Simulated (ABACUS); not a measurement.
# InP (F-43m) in ABACUS: further runs, part 2 of 2

ABACUS 3.10.1. The steps go on from the part before.

## (3) Equation of state, RPBE, 23.66 Å³/atom (volume scaled by 0.94)

File run_abacus.py:

```python
"""ABACUS run from a structure file: ASE reads it, the script writes STRU, KPT and INPUT."""
import re
import subprocess
import spglib
from ase import Atoms
from ase.io import read
from ase.units import Bohr

atoms = read("InP.cif")
cell, frac, numbers = spglib.standardize_cell((atoms.cell[:], atoms.get_scaled_positions(), atoms.numbers), to_primitive=True, symprec=1e-4)
atoms = Atoms(numbers=numbers, cell=cell, scaled_positions=frac, pbc=True)  # the primitive cell
atoms = atoms[(-atoms.numbers).argsort(kind="stable")]  # ABACUS lists atoms element by element
pseudo = {'In': 'In.upf', 'P': 'P.upf'}
orbital = {}
magmoms = None
kmesh = [6, 6, 6]
params = {
    'suffix': 'InP',
    'calculation': 'scf',
    'basis_type': 'pw',
    'pseudo_dir': './',
    'symmetry': 1,
    'dft_functional': 'GGA_X_RPBE+GGA_C_PBE',
    'ecutwfc': 71,
    'pseudo_rcut': 10,
    'nspin': 1,
    'nbands': 13,
    'ks_solver': 'dav',
    'smearing_method': 'fd',
    'smearing_sigma': 0.00367493,
    'scf_thr': 1e-08,
    'scf_nmax': 100,
    'mixing_type': 'broyden',
    'mixing_beta': 0.7,
    'cal_force': 1,
    'cal_stress': 1,
    'kpar': 4,
}

symbols = atoms.get_chemical_symbols()
elements = list(dict.fromkeys(symbols))
lines = ["ATOMIC_SPECIES"] + [f"{e} {atoms.get_masses()[symbols.index(e)]:.4f} {pseudo[e]}" for e in elements]
if orbital:
    lines += ["", "NUMERICAL_ORBITAL"] + [orbital[e] for e in elements]
lines += ["", "LATTICE_CONSTANT", f"{1 / Bohr:.10f}", "", "LATTICE_VECTORS"]
lines += [" ".join(f"{x:.10f}" for x in v) for v in atoms.cell]
lines += ["", "ATOMIC_POSITIONS", "Direct"]
for e in elements:
    lines += ["", e, "0.0", str(symbols.count(e))]
    for i, p in enumerate(atoms.get_scaled_positions(wrap=False)):
        if symbols[i] == e:
            mag = "" if magmoms is None else " mag " + " ".join(str(x) for x in (magmoms[i] if isinstance(magmoms[i], list) else [magmoms[i]]))
            lines.append(" ".join(f"{x:.10f}" for x in p) + " 1 1 1" + mag)
open("STRU", "w").write("\n".join(lines) + "\n")
open("KPT", "w").write("K_POINTS\n0\nGamma\n%d %d %d 0 0 0\n" % tuple(kmesh))
open("INPUT", "w").write("INPUT_PARAMETERS\n" + "".join(f"{k:<20s}{v}\n" for k, v in params.items()))

done = subprocess.run(['mpirun', '-np', '4', 'abacus'])
if done.returncode:
    raise SystemExit(done.returncode)
log = open("OUT.InP/running_scf.log").read()
print("final energy (eV):", re.findall(r"FINAL_ETOT_IS (\S+)", log))
```

File InP.cif:

```cif
data_InP
_cell_length_a 5.74135418
_cell_length_b 5.74135418
_cell_length_c 5.74135418
_cell_angle_alpha 90.00000000
_cell_angle_beta 90.00000000
_cell_angle_gamma 90.00000000
_space_group_name_H-M_alt 'F-43m'
_space_group_name_Hall 'F -4 2 3'
_space_group_IT_number 216
loop_
_space_group_symop_operation_xyz
'x,y,z'
'y,-x,-z'
'-x,-y,z'
'-y,x,-z'
'x,-y,-z'
'y,x,z'
'-x,y,-z'
'-y,-x,z'
'z,x,y'
'-z,y,-x'
'z,-x,-y'
'-z,-y,x'
'-z,x,-y'
'z,y,x'
'-z,-x,y'
'z,-y,-x'
'y,z,x'
'-x,-z,y'
'-y,z,-x'
'x,-z,-y'
'-y,-z,x'
'x,z,y'
'y,-z,-x'
'-x,z,-y'
'x,y+1/2,z+1/2'
'y,-x+1/2,-z+1/2'
'-x,-y+1/2,z+1/2'
'-y,x+1/2,-z+1/2'
'x,-y+1/2,-z+1/2'
'y,x+1/2,z+1/2'
'-x,y+1/2,-z+1/2'
'-y,-x+1/2,z+1/2'
'z,x+1/2,y+1/2'
'-z,y+1/2,-x+1/2'
'z,-x+1/2,-y+1/2'
'-z,-y+1/2,x+1/2'
'-z,x+1/2,-y+1/2'
'z,y+1/2,x+1/2'
'-z,-x+1/2,y+1/2'
'z,-y+1/2,-x+1/2'
'y,z+1/2,x+1/2'
'-x,-z+1/2,y+1/2'
'-y,z+1/2,-x+1/2'
'x,-z+1/2,-y+1/2'
'-y,-z+1/2,x+1/2'
'x,z+1/2,y+1/2'
'y,-z+1/2,-x+1/2'
'-x,z+1/2,-y+1/2'
'x+1/2,y,z+1/2'
'y+1/2,-x,-z+1/2'
'-x+1/2,-y,z+1/2'
'-y+1/2,x,-z+1/2'
'x+1/2,-y,-z+1/2'
'y+1/2,x,z+1/2'
'-x+1/2,y,-z+1/2'
'-y+1/2,-x,z+1/2'
'z+1/2,x,y+1/2'
'-z+1/2,y,-x+1/2'
'z+1/2,-x,-y+1/2'
'-z+1/2,-y,x+1/2'
'-z+1/2,x,-y+1/2'
'z+1/2,y,x+1/2'
'-z+1/2,-x,y+1/2'
'z+1/2,-y,-x+1/2'
'y+1/2,z,x+1/2'
'-x+1/2,-z,y+1/2'
'-y+1/2,z,-x+1/2'
'x+1/2,-z,-y+1/2'
'-y+1/2,-z,x+1/2'
'x+1/2,z,y+1/2'
'y+1/2,-z,-x+1/2'
'-x+1/2,z,-y+1/2'
'x+1/2,y+1/2,z'
'y+1/2,-x+1/2,-z'
'-x+1/2,-y+1/2,z'
'-y+1/2,x+1/2,-z'
'x+1/2,-y+1/2,-z'
'y+1/2,x+1/2,z'
'-x+1/2,y+1/2,-z'
'-y+1/2,-x+1/2,z'
'z+1/2,x+1/2,y'
'-z+1/2,y+1/2,-x'
'z+1/2,-x+1/2,-y'
'-z+1/2,-y+1/2,x'
'-z+1/2,x+1/2,-y'
'z+1/2,y+1/2,x'
'-z+1/2,-x+1/2,y'
'z+1/2,-y+1/2,-x'
'y+1/2,z+1/2,x'
'-x+1/2,-z+1/2,y'
'-y+1/2,z+1/2,-x'
'x+1/2,-z+1/2,-y'
'-y+1/2,-z+1/2,x'
'x+1/2,z+1/2,y'
'y+1/2,-z+1/2,-x'
'-x+1/2,z+1/2,-y'
loop_
_atom_site_label
_atom_site_type_symbol
_atom_site_symmetry_multiplicity
_atom_site_Wyckoff_symbol
_atom_site_fract_x
_atom_site_fract_y
_atom_site_fract_z
_atom_site_occupancy
In1 In 4 a 0.0000000000 0.0000000000 0.0000000000 1
P1 P 4 c 0.2500000000 0.2500000000 0.2500000000 1
```

Potentials or basis: PseudoDojo NC SR 0.5 PBE standard, plane waves.

On the command line:

```
$ OMP_NUM_THREADS=1 python run_abacus.py > log
```

running log:

```text
ABACUS v3.10.1

               Atomic-orbital Based Ab-initio Computation at UStc

 ------------------------------------------------------------------------------------

 READING GENERAL INFORMATION
                           global_out_dir = OUT.InP/
                           global_in_card = INPUT
                               pseudo_dir = ./
[... 8 lines left out ...]

 READING ATOM TYPE 1
                               atom label = In
                      L=0, number of zeta = 1
                      L=1, number of zeta = 1
                      L=2, number of zeta = 1
             number of atom for this type = 1

 READING ATOM TYPE 2
                               atom label = P
                      L=0, number of zeta = 1
                      L=1, number of zeta = 1
                      L=2, number of zeta = 1
             number of atom for this type = 1

                        TOTAL ATOM NUMBER = 2
DIRECT COORDINATES
    atom                   x                   y                   z     mag                  vx                  vy                  vz
taud_In1            0.0000000000        0.0000000000        0.0000000000  0.0000        0.0000000000        0.0000000000        0.0000000000
taud_P1            0.2500000000        0.2500000000        0.2500000000  0.0000        0.0000000000        0.0000000000        0.0000000000
[... 332 lines left out ...]
 E_exx          0.0000000000         0.0000000000
 E_Fermi        0.6359640759         8.6527351561
----------------------------------------------------------

 charge density convergence is achieved
 final etot is -1998.3652341 eV
 EFERMI = 8.6527351561 eV

 STATE ENERGY(eV) AND OCCUPATIONS    NSPIN == 1
 1/4 kpoint (Cartesian) = 0.0000 0.0000 0.0000 (3215 pws)
       1       -6.35426     0.00925926
       2       -6.35426     0.00925926
       3       -6.35426     0.00925926
       4       -6.17434     0.00925926
       5       -6.17434     0.00925926
       6       -3.88163     0.00925926
       7        8.03827     0.00925922
       8        8.03827     0.00925922
       9        8.03827     0.00925922
      10        9.21193    1.28657e-07
      11        12.1920    1.67677e-33
      12        12.1920    1.67677e-33
      13        12.1920    1.67677e-33
[... 32 lines left out ...]
       1       -6.50013      0.0370370
       2       -6.30780      0.0370370
       3       -6.30780      0.0370370
       4       -6.15744      0.0370370
       5       -6.15744      0.0370370
       6       -1.97060      0.0370370
       7        2.03232      0.0370370
       8        6.98688      0.0370370
       9        6.98688      0.0370370
      10        9.79775    4.19946e-12
      11        12.9075    4.09405e-39
      12        12.9075    4.09405e-39
      13        15.4326    4.77882e-61

------------------------------------------------------------------------------------------
 TOTAL-FORCE (eV/Angstrom)
------------------------------------------------------------------------------------------
                       In1         0.0000000000         0.0000000000         0.0000000000
                        P1         0.0000000000         0.0000000000         0.0000000000
------------------------------------------------------------------------------------------

----------------------------------------------------------------
 TOTAL-STRESS (KBAR)
----------------------------------------------------------------
       104.8355954879        -0.0000000000        -0.0000000000
        -0.0000000000       104.8355954879         0.0000000000
        -0.0000000000         0.0000000000       104.8355954879
----------------------------------------------------------------
 TOTAL-PRESSURE: 104.835595 KBAR

 --------------------------------------------
 !FINAL_ETOT_IS -1998.3652341063341282 eV
 --------------------------------------------
```

INPUT:

```text
INPUT_PARAMETERS
suffix              InP
calculation         scf
basis_type          pw
pseudo_dir          ./
symmetry            1
dft_functional      GGA_X_RPBE+GGA_C_PBE
ecutwfc             71
pseudo_rcut         10
nspin               1
nbands              13
ks_solver           dav
smearing_method     fd
smearing_sigma      0.00367493
scf_thr             1e-08
scf_nmax            100
mixing_type         broyden
mixing_beta         0.7
cal_force           1
cal_stress          1
kpar                4
```

STRU:

```text
ATOMIC_SPECIES
In 114.8180 In.upf
P 30.9738 P.upf

LATTICE_CONSTANT
1.8897261258

LATTICE_VECTORS
0.0000000000 2.8706770900 2.8706770900
2.8706770900 0.0000000000 2.8706770900
2.8706770900 2.8706770900 0.0000000000

ATOMIC_POSITIONS
Direct

In
0.0
1
0.0000000000 0.0000000000 -0.0000000000 1 1 1

P
0.0
1
0.2500000000 0.2500000000 0.2500000000 1 1 1
```

Wall time 2.4 s (4 MPI ranks of AMD EPYC 9R45 (Zen 5), shared host); peak memory 0.36 GiB.

What came out:

| Property | Result |
| --- | --- |
| Free energy | -1998.3652 eV |
| Pressure | 10.5 GPa |
| Band gap on the k mesh | 1.17 eV, direct |

Caveat: the potentials were made for another functional, which shifts forces and pressure; spin-orbit coupling is left out, which moves the levels of the heavy elements.

## (4) Equation of state, RPBE, 24.66 Å³/atom (volume scaled by 0.98)

run_abacus.py is that of step 3.

InP.cif: that of step 3 with these lines changed.

```diff
@@ -1,5 +1,5 @@
 data_InP
-_cell_length_a 5.74135418
-_cell_length_b 5.74135418
-_cell_length_c 5.74135418
+_cell_length_a 5.82166324
+_cell_length_b 5.82166324
+_cell_length_c 5.82166324
 _cell_angle_alpha 90.00000000
```

On the command line:

```
$ OMP_NUM_THREADS=1 python run_abacus.py > log
```

Run time: 2.5 s. Hardware: 4 MPI ranks of AMD EPYC 9R45 (Zen 5), shared host; peak memory 0.36 GiB.

It converged, with:

| Property | Result |
| --- | --- |
| Free energy | -1998.4721 eV |
| Pressure | 6.6 GPa |
| Band gap on the k mesh | 0.95 eV, direct |

Caveat: the potentials were made for another functional, which shifts forces and pressure; spin-orbit coupling is left out, which moves the levels of the heavy elements.

## (5) Equation of state, RPBE, 25.67 Å³/atom (volume scaled by 1.02)

run_abacus.py is that of step 4.

InP.cif: that of step 4 with these lines changed.

```diff
@@ -1,5 +1,5 @@
 data_InP
-_cell_length_a 5.82166324
-_cell_length_b 5.82166324
-_cell_length_c 5.82166324
+_cell_length_a 5.89981570
+_cell_length_b 5.89981570
+_cell_length_c 5.89981570
 _cell_angle_alpha 90.00000000
```

On the command line:

```
$ OMP_NUM_THREADS=1 python run_abacus.py > log
```

Run time: 2.5 s. Hardware: 4 MPI ranks of AMD EPYC 9R45 (Zen 5), shared host; peak memory 0.36 GiB.

Results (log left out):

| Quantity | Value |
| --- | --- |
| Free energy | -1998.5354 eV |
| Pressure | 3.5 GPa |
| Band gap on the k mesh | 0.73 eV, direct |

Caveat: the potentials were made for another functional, which shifts forces and pressure; spin-orbit coupling is left out, which moves the levels of the heavy elements.

## (6) Equation of state, RPBE, 26.68 Å³/atom (volume scaled by 1.06)

run_abacus.py is that of step 5.

InP.cif: that of step 5 with these lines changed.

```diff
@@ -1,5 +1,5 @@
 data_InP
-_cell_length_a 5.89981570
-_cell_length_b 5.89981570
-_cell_length_c 5.89981570
+_cell_length_a 5.97595075
+_cell_length_b 5.97595075
+_cell_length_c 5.97595075
 _cell_angle_alpha 90.00000000
```

Potentials or basis: PseudoDojo NC SR 0.5 PBE standard, plane waves.

On the command line:

```
$ OMP_NUM_THREADS=1 python run_abacus.py > log
```

Wall time 2.5 s (4 MPI ranks of AMD EPYC 9R45 (Zen 5), shared host); peak memory 0.36 GiB.

Results (log left out):

```
Free energy            : -1998.5636 eV
Pressure               : 1.0 GPa
Band gap on the k mesh : 0.52 eV, direct
```

Caveat: the potentials were made for another functional, which shifts forces and pressure; spin-orbit coupling is left out, which moves the levels of the heavy elements.

## (7) Equation of state, RPBE

Potentials or basis: PseudoDojo NC SR 0.5 PBE standard, plane waves.

This step only gathers the single runs of the series.

What came out:

```
Equilibrium volume : 27.15 Å³/atom (rough: see the caveat)
Bulk modulus       : 55 GPa (rough)
```

Energy against volume, from the lowest point:
```csv
volume (Å³/atom),energy (meV/atom)
23.657,99.16
24.663,45.75
25.670,14.07
26.677,0.00
```

Caveat: the minimum lies outside the volumes run; the potentials were made for another functional, which shifts forces and pressure.

## (8) Comparison with measurements

Step 2. Measured gap of InP: 1.4236 eV (direct; 1.6 K; a printed reference work, data compilation). This calculation gives 0.84 eV (-0.59 eV). Spin-orbit coupling on In is left out. The value is that of RPBE, without temperature or zero-point motion. Semilocal functionals fall short of measured gaps as a rule.
